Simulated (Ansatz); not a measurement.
# Barium, diamond: HSE06 after PBE

How do the levels change when part of the exchange is made exact, and what does it cost? Spin polarisation is left out. The geometry was relaxed under PBE beforehand and is kept. Exact exchange is dear, so the k-mesh is coarse, and PBE is run on the same mesh for comparison.

Method: DFT, plane waves (420 eV) with PBE-made PAW files, scalar-relativistic; functionals as named at each step, in Ansatz 0.2.0.

## Step 1: Starting point

Symmetry: Fd-3m, No. 227, cubic system. Conventional cell: a = 7.715 Å, b = 7.715 Å, c = 7.715 Å, α = 90.00°, β = 90.00°, γ = 90.00°. Ba (site symmetry -43m) is surrounded by 4 Ba at 3.34 Å.

As a file:

```
CELL_PARAMETERS angstrom
0.00000 3.85728 3.85728
3.85728 0.00000 3.85728
3.85728 3.85728 0.00000
ATOMIC_POSITIONS crystal
Ba 0.12500 0.12500 0.12500
Ba 0.87500 0.87500 0.87500
```

## Step 2: PBE, coarse mesh

The run with PBE.

Input file input.yaml:

```yaml
crystal:
  lattice:
    - [0.0, 3.8572767553, 3.8572767553]
    - [3.8572767553, 0.0, 3.8572767553]
    - [3.8572767553, 3.8572767553, 0.0]
  atoms:
    - { symbol: Ba, position: [0.125, 0.125, 0.125] }
    - { symbol: Ba, position: [0.875, 0.875, 0.875] }
hamiltonian:
  xc: pbe
  pseudopotentials:
    kind: paw
    azcp:
      Ba: "pseudopotentials/Ba.paw.azcp"
basis:
  ecutwfc: 420
  fft_grid_basis: typed
kpoints:
  mp_grid: { grid: [4, 4, 4], shift: [0, 0, 0] }
magnetization:
  spin_polarized: false
scf:
  occupations: { method: fermi_dirac, width: 0.1 }
output:
  write_density: true
  write_potential: true
  elf: true
  volumetric_format: npy
```

On the command line:

```sh
$ ansatz run input.yaml --threads 4 --pin off --max-ram 8192MiB --backend cpu --events-out ev --progress --plain --runs-dir out
```

Standard output, shortened:

```text
Warning: RAYON_NUM_THREADS=4 ignored (pool sized by the plan → 4); use --threads N
[...]
Pseudopotentials: kind: paw
Pseudopotential: Ba, paw, valence charge 10, recommended cutoff 420 eV (normal), <dir>
Functional definition: PBE
[...]
Crystal: 2 atoms, lattice volume = 114.782 Å³
Basis set: ecut = 420 eV, 2229 PW (Γ)
Bands: 14, of which v1, the nominal top of the filled ones, is band 10 counted from 1 (9 counted from 0)
Symmetry: 48 space group operations
Space group: Fd-3m (ITA 227), of the structure as read, at distance tolerance 4.9e-5 Å
k-points: 8 of 64
[...]
SCF iter   1: F=—  HF=-11897.166300 eV  |F-HF|=—  |Δ(HF+E_count)|=         —  Δρ=3.98e-3  dr2=1.44e-2  ethr=1.77e-3  ⟨swp⟩=8.8  Hψ=805  notcnv=0
[...]
SCF iter   6: F=-11897.172397 eV  HF=-11897.172397 eV  |F-HF|=2.54e-8  |Δ(HF+E_count)|=   1.05e-6  Δρ=4.00e-6  dr2=1.89e-8  ethr=5.00e-10  ⟨swp⟩=4.9  Hψ=500  notcnv=0
[...]
SCF converged after 6 iterations
Free energy (F): -11897.172397 eV
[...]
E sigma→0 (E₀):  -11897.117766 eV
Entropy (-TS):   -0.109262 eV (-54.631 meV/atom)
Fermi energy:    6.229480 eV
[...]
--- Band table (eV; the first three rows and the last of 8) ---
  k-point 0: bands = ["-23.1483", "-22.4841", "-8.6763", "-8.6763", "-8.6763", "-7.5364", "-7.5364", "-7.5364", "4.1359", "6.4284", "6.4284", "7.5038", "7.5038", "7.5038"]
[...]
```

Run time: 0.45 s. Hardware: 4 threads of Arm Neoverse V1, shared host; peak memory 0.33 GiB.

Axes a, b and c in the maps are those of this run's conventional cell (a, b, c = 7.715, 7.715, 7.715 Å).

Density in a lattice plane of the grid's cell (edges 7.71 and 7.71 Å, at 0.125 of the third edge), which holds Ba.

Values in e/Å³, 12 rows by 12 columns:
```
0.06 0.09 0.09 0.06 0.05 0.04 0.04 0.04 0.04 0.04 0.04 0.05
0.04 0.04 0.04 0.04 0.04 0.05 0.06 0.09 0.09 0.06 0.05 0.04
0.03 0.03 0.03 0.03 0.04 0.06 0.20 0.74 0.74 0.20 0.06 0.04
0.03 0.03 0.03 0.03 0.04 0.09 0.74 1.07 1.07 0.74 0.09 0.04
0.03 0.03 0.03 0.03 0.04 0.09 0.74 1.07 1.07 0.74 0.09 0.04
0.03 0.03 0.03 0.03 0.04 0.06 0.20 0.74 0.74 0.20 0.06 0.04
0.04 0.04 0.04 0.04 0.04 0.05 0.06 0.09 0.09 0.06 0.05 0.04
0.06 0.09 0.09 0.06 0.05 0.04 0.04 0.04 0.04 0.04 0.04 0.05
0.20 0.74 0.74 0.20 0.06 0.04 0.03 0.03 0.03 0.03 0.04 0.06
0.74 1.07 1.07 0.74 0.09 0.04 0.03 0.03 0.03 0.03 0.04 0.09
0.74 1.07 1.07 0.74 0.09 0.04 0.03 0.03 0.03 0.03 0.04 0.09
0.20 0.74 0.74 0.20 0.06 0.04 0.03 0.03 0.03 0.03 0.04 0.06
```
Columns run along the first of these edges and rows up along the second, over one cell in 12 and 12 even steps from the bottom left corner. Atoms in the plane (fractional): Ba at (0.12, 0.12), Ba at (0.62, 0.62).

ELF in the same plane.

Values, 12 rows by 12 columns:
```
0.09 0.17 0.17 0.09 0.12 0.16 0.21 0.27 0.27 0.21 0.16 0.12
0.21 0.27 0.27 0.21 0.16 0.12 0.09 0.17 0.17 0.09 0.12 0.16
0.35 0.48 0.48 0.35 0.21 0.09 0.40 0.83 0.83 0.40 0.09 0.21
0.48 0.51 0.51 0.48 0.27 0.17 0.83 0.39 0.38 0.83 0.17 0.27
0.48 0.51 0.51 0.48 0.27 0.17 0.83 0.38 0.39 0.83 0.17 0.27
0.35 0.48 0.48 0.35 0.21 0.09 0.40 0.83 0.83 0.40 0.09 0.21
0.21 0.27 0.27 0.21 0.16 0.12 0.09 0.17 0.17 0.09 0.12 0.16
0.09 0.17 0.17 0.09 0.12 0.16 0.21 0.27 0.27 0.21 0.16 0.12
0.40 0.83 0.83 0.40 0.09 0.21 0.35 0.48 0.48 0.35 0.21 0.09
0.83 0.39 0.38 0.83 0.17 0.27 0.48 0.51 0.51 0.48 0.27 0.17
0.83 0.38 0.39 0.83 0.17 0.27 0.48 0.51 0.51 0.48 0.27 0.17
0.40 0.83 0.83 0.40 0.09 0.21 0.35 0.48 0.48 0.35 0.21 0.09
```
Columns run along the first of these edges and rows up along the second, over one cell in 12 and 12 even steps from the bottom left corner. Atoms in the plane (fractional): Ba at (0.12, 0.12), Ba at (0.62, 0.62).

Both are smooth fields of the valence electrons: close to the nuclei they are not physical.

The highest ELF values outside the cores: 0.64 between the atoms, 3.2 Å from Ba.

## Step 3: HSE06, coarse mesh

The run with HSE06.

input.yaml: that of step 2 with these lines changed.

```diff
@@ -9,3 +9,3 @@
 hamiltonian:
-  xc: pbe
+  xc: hse06
   pseudopotentials:
```

On the command line:

```sh
$ ansatz run input.yaml --threads 4 --pin off --max-ram 8192MiB --backend cpu --events-out ev --progress --plain --runs-dir out
```

Standard output, shortened:

```text
Warning: RAYON_NUM_THREADS=4 ignored (pool sized by the plan → 4); use --threads N
[...]
Pseudopotentials: kind: paw
Pseudopotential: Ba, paw, valence charge 10, recommended cutoff 420 eV (normal), <dir>
Functional definition: HSE06
[...]
Crystal: 2 atoms, lattice volume = 114.782 Å³
Basis set: ecut = 420 eV, 2229 PW (Γ)
Bands: 14, of which v1, the nominal top of the filled ones, is band 10 counted from 1 (9 counted from 0)
Symmetry: 48 space group operations
Space group: Fd-3m (ITA 227), of the structure as read, at distance tolerance 4.9e-5 Å
k-points: 8 of 64
[...]
SCF iter   1: F=—  HF=-11897.167285 eV  |F-HF|=—  |Δ(HF+E_count)|=         —  Δρ=4.05e-3  dr2=1.50e-2  ethr=1.77e-3  ⟨swp⟩=17.1  Hψ=883  notcnv=1
[...]
Frozen-core exchange: fock
[...]
SCF 2 stopped early in 7 iterations: F = -11906.587319 eV  dr2 = 2.50e-6
hybrid outer 1: dexx = +1.129e-2 eV, tail = 1.42e-5 eV
[...]
Frozen-core exchange: fock
[...]
hybrid SCF converged: 2 outer / 10 inner (+8 warm-up), last move |dexx| = 2.13e-6 eV, tail = 1.19e-7 eV
Stability not checked: this state was not tested for a lower state beside it, because the functional holds exact exchange (a hybrid, or Hartree-Fock), whose exchange loop this test does not read (fock_operator; see scf.lower_state_search)
Free energy (F): -11906.587335 eV
Frozen-core exchange: fock
[...]
E sigma→0 (E₀):  -11906.541200 eV
Entropy (-TS):   -0.092270 eV (-46.135 meV/atom)
Fermi energy:    6.346360 eV
[...]
--- Band table (eV; the first three rows and the last of 8) ---
  k-point 0: bands = ["-25.6662", "-24.9329", "-10.1567", "-10.1567", "-10.1567", "-8.9272", "-8.9272", "-8.9272", "3.7901", "6.6348", "6.6348", "7.8373", "7.8373"]
[...]
  guard bands above this table: 1 of the run's 14 bands, where the rule asks 2: the bands that hold charge and the lowest empty level above them stay in the table. The solve was not asked for them (output.publish_guard_bands: true or output.eigenvalues: true publishes all)
```

Wall time 6.3 s (4 threads of Arm Neoverse V1, shared host); peak memory 1.3 GiB.

## Step 4: Side by side

| functional | gap on the mesh | Fermi energy (eV) | SCF cycles | exchange loops | CPU time |
| --- | --- | --- | --- | --- | --- |
| PBE | none (levels filled in part) | 6.229 | 6 | - | 1.2 s |
| HSE06 | none (levels filled in part) | 6.346 | 18 | 2 | 20 s |

## Step 5: What came out

| quantity | value |
| --- | --- |
| PBE: gap | none (levels filled in part) |
| HSE06: gap | none (levels filled in part) |
| HSE06: SCF cycles, exchange loops | 18, 2 |
| HSE06: CPU time over that of PBE | 16 |
| HSE06: relative to bcc | +1017 meV/atom |

Neither PBE nor HSE06 shows a clean gap on this mesh. The hybrid took 16 times as much CPU time as PBE on the same settings. HSE06 needed 2 outer loops of the exchange operator. To compare with dense-mesh energies, the change of PBE from this mesh and smearing to its dense run (-25.2 meV/atom, from a run not shown) is added. Under HSE06 it lies 1017 meV/atom above bcc (computed apart in the same way); on such meshes a few tens of meV are uncertain for metals. Absolute energies differ from functional to functional, by eV per atom at times, and say nothing by themselves.
